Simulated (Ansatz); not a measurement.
# HfN: properties at the relaxed cell, part 2 of 2

This session takes HfN and sets out to compute bands, density of states and charges, compare with the cell as listed and measure the bulk modulus from energies at several volumes.

Ansatz 0.2.0; DFT PBEsol, scalar-relativistic, plane waves, PAW. Earlier steps stand in the parts before.

**6. Volume × 0.94**

File input.yaml:

```yaml
crystal:
  lattice:
    - [0.0, 2.2049218793, 2.2049218793]
    - [2.2049218793, 0.0, 2.2049218793]
    - [2.2049218793, 2.2049218793, 0.0]
  atoms:
    - { symbol: Hf, position: [0.0, 0.0, 0.0] }
    - { symbol: "N", position: [0.5, 0.5, 0.5] }
basis:
  ecutwfc: 420
kpoints:
  mp_grid: { grid: [16, 16, 16] }
hamiltonian:
  xc: pbesol
scf:
  occupations: { method: gaussian, width: 0.1 }
output:
  forces: true
  stress: true
  eigenvalues: true
```

The run is started by

```
ansatz run input.yaml --threads 1 --pin off --max-ram 2560MiB --backend cpu --events-out ev --progress --plain --runs-dir out
```

Output (excerpt; [...] marks lines left out):

```text
[...]
SCF converged after 7 iterations
Free energy (F): -15980.170386 eV
[...]
E sigma→0 (E₀):  -15980.168855 eV
Entropy (-TS):   -0.003062 eV (-1.531 meV/atom)
Fermi energy:    25.523086 eV
[...]
--- Forces (eV/Å), atoms counted from 1 ---
  atom   1  Hf    -0.00000000     0.00000000    -0.00000000
  atom   2  N      0.00000000     0.00000000     0.00000000
[...]
--- Stress (GPa, compression-positive) ---
       20.012156      -0.000000      -0.000000
       -0.000000      20.012156       0.000000
        0.000000      -0.000000      20.012156
  P = ⅓ Tr σ = 20.0122 GPa (200.122 kbar)
--- Band table (eV; the first three rows and the last of 145) ---
  k-point 0: bands = ["-36.9302", "-5.2970", "-5.2970", "-5.2970", "7.6428", "13.1372", "13.1372", "13.1372", "13.1874", "13.3149", "13.3149", "13.3149", "22.5767", "22.5767", "22.5767", "25.0732", "25.0732", "25.0732", "27.6128", "27.6128"]
[...]
```

Wall time 3.5 s (1 thread of Arm Neoverse V2, shared host); peak memory 0.34 GiB.

**7. The cell scaled to 1.06 of its volume**

Changes to input.yaml since step 6:

```diff
@@ -2,5 +2,5 @@
   lattice:
-    - [0.0, 2.2049218793, 2.2049218793]
-    - [2.2049218793, 0.0, 2.2049218793]
-    - [2.2049218793, 2.2049218793, 0.0]
+    - [0.0, 2.295016845, 2.295016845]
+    - [2.295016845, 0.0, 2.295016845]
+    - [2.295016845, 2.295016845, 0.0]
   atoms:
```

The run is started by

```
ansatz run input.yaml --threads 1 --pin off --max-ram 2560MiB --backend cpu --events-out ev --progress --plain --runs-dir out
```

Output (excerpt; [...] marks lines left out):

```text
Warning: RAYON_NUM_THREADS=1 ignored (pool sized by the plan → 1); use --threads N
[...]
[... 4 set-up lines as earlier in the session ...]
[...]
Crystal: 2 atoms, lattice volume = 24.176 Å³
Basis set: ecut = 420 eV, 459 PW (Γ), exchange–correlation on 48×48×48 points (8 copies of the dense FFT grid, shifted against one another)
Bands: 20, of which v1, the nominal top of the filled ones, is band 16 counted from 1 (15 counted from 0)
[... 1 set-up line as earlier in the session ...]
Space group: Fm-3m (ITA 225), of the structure as read, at distance tolerance 2.9e-5 Å
k-points: 145 of 4096
[...]
SCF iter   1: F=—  HF=-15980.188965 eV  |F-HF|=—  |Δ(HF+E_count)|=         —  Δρ=7.86e-3  dr2=1.34e-2  ethr=1.77e-3  ⟨swp⟩=4.8  Hψ=11931  notcnv=0
[...]
SCF iter   7: F=-15980.185192 eV  HF=-15980.185192 eV  |F-HF|=5.29e-9  |Δ(HF+E_count)|=   5.62e-8  Δρ=5.73e-6  dr2=5.83e-9  ethr=3.05e-10  ⟨swp⟩=5.2  Hψ=11070  notcnv=0
[...]
SCF converged after 7 iterations
Free energy (F): -15980.185192 eV
[...]
E sigma→0 (E₀):  -15980.183633 eV
Entropy (-TS):   -0.003117 eV (-1.559 meV/atom)
Fermi energy:    22.565162 eV
[...]
--- Forces (eV/Å), atoms counted from 1 ---
  atom   1  Hf    -0.00000000    -0.00000000    -0.00000000
  atom   2  N      0.00000000    -0.00000000    -0.00000000
[...]
--- Stress (GPa, compression-positive) ---
      -14.652159       0.000000      -0.000000
       -0.000000     -14.652159       0.000000
        0.000000      -0.000000     -14.652159
  P = ⅓ Tr σ = -14.6522 GPa (-146.522 kbar)
--- Band table (eV; the first three rows and the last of 145) ---
  k-point 0: bands = ["-40.2388", "-8.6634", "-8.6634", "-8.6634", "5.3985", "9.8016", "9.8016", "9.8016", "9.8280", "9.9135", "9.9135", "9.9135", "19.7126", "19.7126", "19.7126", "22.2075", "22.2075", "22.2075", "23.9070", "24.3872"]
[...]
```

Run time: 4.6 s. Hardware: 1 thread of Arm Neoverse V2, shared host; peak memory 0.34 GiB.

**8. Point at V/V0 = 0.91**

Changes to input.yaml since step 7:

```diff
@@ -2,5 +2,5 @@
   lattice:
-    - [0.0, 2.295016845, 2.295016845]
-    - [2.295016845, 0.0, 2.295016845]
-    - [2.295016845, 2.295016845, 0.0]
+    - [0.0, 2.1812112043, 2.1812112043]
+    - [2.1812112043, 0.0, 2.1812112043]
+    - [2.1812112043, 2.1812112043, 0.0]
   atoms:
```

The run is started by

```
ansatz run input.yaml --threads 1 --pin off --max-ram 2560MiB --backend cpu --events-out ev --progress --plain --runs-dir out
```

Output (excerpt; [...] marks lines left out):

```text
Warning: RAYON_NUM_THREADS=1 ignored (pool sized by the plan → 1); use --threads N
[...]
[... 4 set-up lines as earlier in the session ...]
[...]
Crystal: 2 atoms, lattice volume = 20.755 Å³
Basis set: ecut = 420 eV, 411 PW (Γ), exchange–correlation on 48×48×48 points (8 copies of the dense FFT grid, shifted against one another)
Bands: 20, of which v1, the nominal top of the filled ones, is band 16 counted from 1 (15 counted from 0)
[... 1 set-up line as earlier in the session ...]
Space group: Fm-3m (ITA 225), of the structure as read, at distance tolerance 2.7e-5 Å
k-points: 145 of 4096
[...]
SCF iter   1: F=—  HF=-15980.065935 eV  |F-HF|=—  |Δ(HF+E_count)|=         —  Δρ=1.23e-2  dr2=2.91e-2  ethr=1.77e-3  ⟨swp⟩=5.0  Hψ=12659  notcnv=0
[...]
SCF iter   7: F=-15980.058504 eV  HF=-15980.058504 eV  |F-HF|=7.47e-9  |Δ(HF+E_count)|=   2.85e-8  Δρ=8.10e-6  dr2=8.24e-9  ethr=3.23e-10  ⟨swp⟩=5.7  Hψ=11559  notcnv=0
[...]
SCF converged after 7 iterations
Free energy (F): -15980.058504 eV
[...]
E sigma→0 (E₀):  -15980.056969 eV
Entropy (-TS):   -0.003069 eV (-1.535 meV/atom)
Fermi energy:    26.370764 eV
[...]
--- Forces (eV/Å), atoms counted from 1 ---
  atom   1  Hf    -0.00000000     0.00000000    -0.00000000
  atom   2  N      0.00000000    -0.00000000    -0.00000000
[...]
--- Stress (GPa, compression-positive) ---
       32.697748      -0.000000       0.000000
        0.000000      32.697748       0.000000
        0.000000       0.000000      32.697748
  P = ⅓ Tr σ = 32.6977 GPa (326.977 kbar)
--- Band table (eV; the first three rows and the last of 145) ---
  k-point 0: bands = ["-35.9941", "-4.3372", "-4.3372", "-4.3372", "8.3030", "14.0827", "14.0827", "14.0827", "14.1420", "14.2836", "14.2836", "14.2836", "23.4094", "23.4094", "23.4094", "25.8915", "25.8915", "25.8915", "28.5359", "28.5359"]
[...]
```

It took 3.5 s on 1 thread of Arm Neoverse V2, shared host; peak memory 0.34 GiB.

**9. Point at V/V0 = 1.10**

Changes to input.yaml since step 8:

```diff
@@ -2,5 +2,5 @@
   lattice:
-    - [0.0, 2.1812112043, 2.1812112043]
-    - [2.1812112043, 0.0, 2.1812112043]
-    - [2.1812112043, 2.1812112043, 0.0]
+    - [0.0, 2.3235292864, 2.3235292864]
+    - [2.3235292864, 0.0, 2.3235292864]
+    - [2.3235292864, 2.3235292864, 0.0]
   atoms:
```

The run is started by

```
ansatz run input.yaml --threads 1 --pin off --max-ram 2560MiB --backend cpu --events-out ev --progress --plain --runs-dir out
```

Output (excerpt; [...] marks lines left out):

```text
Warning: RAYON_NUM_THREADS=1 ignored (pool sized by the plan → 1); use --threads N
[...]
[... 4 set-up lines as earlier in the session ...]
[...]
Crystal: 2 atoms, lattice volume = 25.088 Å³
Basis set: ecut = 420 eV, 531 PW (Γ), exchange–correlation on 48×48×48 points (8 copies of the dense FFT grid, shifted against one another)
Bands: 20, of which v1, the nominal top of the filled ones, is band 16 counted from 1 (15 counted from 0)
[... 2 set-up lines as earlier in the session ...]
k-points: 145 of 4096
[...]
SCF iter   1: F=—  HF=-15980.083688 eV  |F-HF|=—  |Δ(HF+E_count)|=         —  Δρ=7.96e-3  dr2=1.46e-2  ethr=1.77e-3  ⟨swp⟩=4.8  Hψ=11939  notcnv=0
[...]
SCF iter   6: F=-15980.079710 eV  HF=-15980.079710 eV  |F-HF|=3.15e-8  |Δ(HF+E_count)|=   3.21e-7  Δρ=2.44e-5  dr2=9.30e-8  ethr=3.23e-10  ⟨swp⟩=5.4  Hψ=15324  notcnv=0
[...]
SCF converged after 6 iterations
Free energy (F): -15980.079710 eV
[...]
E sigma→0 (E₀):  -15980.078125 eV
Entropy (-TS):   -0.003169 eV (-1.585 meV/atom)
Fermi energy:    21.707621 eV
[...]
--- Forces (eV/Å), atoms counted from 1 ---
  atom   1  Hf    -0.00000000    -0.00000000     0.00000000
  atom   2  N      0.00000000    -0.00000000    -0.00000000
[...]
--- Stress (GPa, compression-positive) ---
      -22.126482       0.000000       0.000000
        0.000000     -22.126482       0.000000
        0.000000       0.000000     -22.126482
  P = ⅓ Tr σ = -22.1265 GPa (-221.265 kbar)
--- Band table (eV; the first three rows and the last of 145) ---
  k-point 0: bands = ["-41.2087", "-9.6437", "-9.6437", "-9.6437", "4.7638", "8.8254", "8.8254", "8.8254", "8.8470", "8.9222", "8.9222", "8.9222", "18.8927", "18.8927", "18.8927", "21.3741", "21.3741", "21.3741", "22.7304", "23.4511"]
[...]
```

Run time: 4.6 s. Hardware: 1 thread of Arm Neoverse V2, shared host; peak memory 0.34 GiB.

**10. Point at V/V0 = 0.88**

Changes to input.yaml since step 9:

```diff
@@ -2,5 +2,5 @@
   lattice:
-    - [0.0, 2.3235292864, 2.3235292864]
-    - [2.3235292864, 0.0, 2.3235292864]
-    - [2.3235292864, 2.3235292864, 0.0]
+    - [0.0, 2.1569735181, 2.1569735181]
+    - [2.1569735181, 0.0, 2.1569735181]
+    - [2.1569735181, 2.1569735181, 0.0]
   atoms:
```

The run is started by

```
ansatz run input.yaml --threads 1 --pin off --max-ram 2560MiB --backend cpu --events-out ev --progress --plain --runs-dir out
```

Output (excerpt; [...] marks lines left out):

```text
[...]
SCF converged after 7 iterations
Free energy (F): -15979.887935 eV
[...]
E sigma→0 (E₀):  -15979.886393 eV
Entropy (-TS):   -0.003084 eV (-1.542 meV/atom)
Fermi energy:    27.270074 eV
[...]
--- Forces (eV/Å), atoms counted from 1 ---
  atom   1  Hf    -0.00000000     0.00000000    -0.00000000
  atom   2  N      0.00000000    -0.00000000    -0.00000000
[...]
--- Stress (GPa, compression-positive) ---
       47.586278      -0.000000       0.000000
        0.000000      47.586278      -0.000000
       -0.000000      -0.000000      47.586278
  P = ⅓ Tr σ = 47.5863 GPa (475.863 kbar)
--- Band table (eV; the first three rows and the last of 145) ---
  k-point 0: bands = ["-35.0076", "-3.3216", "-3.3216", "-3.3216", "9.0123", "15.0800", "15.0800", "15.0800", "15.1500", "15.3077", "15.3077", "15.3077", "24.3000", "24.3000", "24.3000", "26.7584", "26.7584", "26.7584", "29.5145", "29.5145"]
[...]
```

Wall time 3.5 s (1 thread of Arm Neoverse V2, shared host); peak memory 0.33 GiB.

**11. Energy against volume**

```csv
volume (Å³/atom),energy above the lowest point (meV/atom),pressure (GPa),gap on the mesh (eV)
10.035,181.6,47.59,0.00
10.378,96.3,32.70,0.00
10.720,40.4,20.01,0.00
11.062,9.5,9.19,0.00
11.404,0.0,-0.04,0.00
11.746,8.7,-7.92,0.00
12.088,33.0,-14.65,0.00
12.544,85.7,-22.13,0.00
```

**12. Outcome**

The summary covers parts 1 to 2.

```
                     quantity                                                            value
                          gap                                                     none (metal)
    states at the Fermi level                                             0.60 per eV per cell
                Bader charges                                              Hf +1.90, N -1.90 e
                  listed cell  0.5 meV/atom above the relaxed cell, -1.9 GPa, gap none (metal)
equilibrium volume of the fit                                                    11.40 Å³/atom
                 bulk modulus                                                          284 GPa
      its pressure derivative                                                              4.2
```

In words: There is no gap at this level. Of the projected weight within 0.25 eV of the Fermi level, the largest part is Hf 5d (78 %). Charge transfer between the atoms is strong (Bader charges up to 1.9 e). Held at the listed cell, the crystal is under -1.9 GPa and lies 0.5 meV/atom higher. The fit puts the minimum at 11.40 Å³/atom with B = 284 GPa and B' = 4.2. Spin-orbit coupling is left out, which matters for the bands of Hf. Spin polarisation is off in the runs that give these values; a magnetic solution could lie lower.
